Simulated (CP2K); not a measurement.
Crystal: ZnO (zincite).

```
Zn O
1.0
     3.24931    0.00000    0.00000
    -1.62465    2.81398    0.00000
     0.00000    0.00000    5.20571
Zn O
2 2
Direct
  0.66667 0.33333 0.00000
  0.33333 0.66667 0.50000
  0.33333 0.66667 0.87901
  0.66667 0.33333 0.37901
```

Base run:

```yaml
Program: CP2K 2026.2
Functional: PBE
Potentials_or_basis: POTENTIAL_UZH Zn GTH-PBE-q12, O GTH-PBE-q6; TZVP-MOLOPT-PBE-GTH basis
Density_cutoff: 8163 eV
k_mesh: 7 × 7 × 4
Occupations: fermi-dirac, width 0.05 eV
Spin: no spin polarisation
```

Its results: band gap on the k mesh 0.80 eV, direct; pressure 6.2 GPa.

Problem. The run is repeated on the same cell with these changes: functional from PBE to PBEsol; ngrids from 4 to 5. What comes out?

Solution. Band gap on the k mesh 0.61 eV, direct; pressure 0.4 GPa.

Caveats: the basis of atomic orbitals isn't converged, which shifts pressures, moduli and gaps; the potentials were made for another functional, which shifts forces and pressure (some runs).
